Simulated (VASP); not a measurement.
Wanted: the native input for a VASP 6.6.1 run.

| Item | Value |
| --- | --- |
| Task | relaxation of cell and atoms |
| Functional | PBE |
| Potentials or basis | VASP PAW PBE potentials, release 64 (Pb_d) |
| Cutoff | 600 eV |
| k mesh | 16 × 16 × 16 |
| Occupations | methfessel-paxton, width 0.1 eV |
| Spin | no spin polarisation |
| Further INCAR settings | ALGO = Normal; EDIFF = 1e-07; IBRION = 2; EDIFFG = -0.005; NSW = 90; ISIF = 3 |

The structure of Pb lies in POSCAR:

```
Pb                                      
1.0
    0.0000000000      2.5152741490      2.5152741490
    2.5152741490      0.0000000000      2.5152741490
    2.5152741490      2.5152741490      0.0000000000
  Pb            
     1
Direct
     0.0000000000000000    0.0000000000000000    0.0000000000000000
```

One way to write it, as run:

INCAR

```
PREC = Accurate ; ENCUT = 600
EDIFF = 1E-7 ; ISMEAR = 1
SIGMA = 0.1 ; LREAL = False
LASPH = True ; NELM = 80
ALGO = Normal ; ISIF = 3
LWAVE = False ; LCHARG = False
GGA = PE ; IBRION = 2
NSW = 90 ; EDIFFG = -0.005
```

KPOINTS

```
Automatic mesh
0
Gamma
  16 16 16
```

Potentials or basis: VASP PAW PBE potentials, release 64 (Pb_d).

Launch:

```bash
$ cat potpaw_PBE.64/Pb_d/POTCAR > POTCAR
$ mpirun -np 1 vasp_std > vasp.out
```

It gave:

```json
{"Pressure after relaxing": "0.0 GPa", "Band gap on the k mesh": "none (metal or under the smearing width)"}
```

Caveat: the relaxation stopped at its first step, so nothing moved.

Wall time 20 s on 1 thread of AMD EPYC 9R45 96-Core Processor (Zen 5), with other jobs on the host, peak memory 0.17 GiB.
